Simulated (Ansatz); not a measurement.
Levels of theory for LiF (P6_3mc)

All numbers come from the plane-wave code Ansatz. (Simulation; spin polarisation is off.)

The cell is a 4-atom cell of LiF (P6_3mc) from a materials database; cell and atoms were relaxed with r2SCAN. It is hexagonal, P6_3mc (No. 186); a = 3.081 Å, c = 4.785 Å in the conventional setting, 9.83 Å³ an atom. Li has 4 F at 1.86–1.87 Å; F has 4 Li at 1.86–1.87 Å.

Relaxed lattice by functional, symmetry kept:
```
functional   k mesh  a (Å)  c (Å)  volume (Å³/atom)
       PBE  12×12×6  3.125  4.904             10.37
    r2SCAN  12×12×6  3.081  4.785              9.83
    PBEsol  12×12×6  3.096  4.813              9.99
       LDA  12×12×6  3.030  4.657              9.26
     HSE06    6×6×4  3.087  4.839              9.99
```

On this one geometry the levels give:
```tsv
level	k mesh	gap (eV)	kind	edges	least direct gap (eV)	rough cost
LDA	12×12×6	7.53	direct	Γ	7.53	4 core-seconds
PBE	12×12×6	7.85	direct	Γ	7.85	6 core-seconds
r2SCAN	12×12×6	8.58	direct	Γ	8.58	8 core-seconds
r2SCANh	6×6×4	9.64	direct	Γ	9.64	60 core-seconds
HSE06	6×6×4	10.03	direct	Γ	10.03	50 core-seconds
DDH-PBE0	6×6×4	14.17	direct	Γ	14.17	60 core-seconds
PBE0	6×6×4	10.79	direct	Γ	10.79	40 core-seconds
LC-ωPBE	6×6×4 alone	15.72	direct	Γ	15.72	24 core-seconds
G0W0@PBE (117 empty bands, 120 eV, 6×6×4)	6×6×4	11.91	–	Γ (mesh)	–	90 core-seconds
G0W0@PBE (291 empty bands, 220 eV, 6×6×4)	6×6×4	12.16	–	Γ (mesh)	–	14 core-minutes
```
PBE: smearing of 0.02 eV; the others have fixed occupations.
Wave cutoffs: 420 eV, 500 eV (r2SCAN, r2SCANh).
A mesh marked alone had no extra points solved.
The G0W0 gap is PBE's gap over the path plus the quasiparticle shift read on the mesh. G0W0 values are finite-basis, finite-mesh values.
Costs come from shared machines and give only the order; PBE's includes the band path. The runs had 2 threads of Arm Neoverse V2, with other jobs on the host.

With HSE06 the gap is 10.03 eV and direct, at Γ.

r2SCAN covers 34 % of the step from PBE to HSE06, while HSE06 needs about 6 times r2SCAN's cost (on a coarser mesh). Among these functionals the gap stays direct.

On the PBEsol cell (a = 3.096 Å, c = 4.813 Å), with PBEsol: All optical modes at Γ are real, from 146 to 528 cm⁻¹ without the longitudinal term; this says nothing of other wave vectors. With the long-range field the highest mode reaches 666 cm⁻¹. The clamped-ion dielectric constant comes out as 1.90 along x and y, 1.91 along z. With the ions relaxed, ε⁰ is 4.2 along x and y, 5.0 along z. Born charges, averaged over directions: Li +0.99, F -0.99 e.

The meshes of the hybrids are coarse, so their gaps aren't converged to the digits shown.
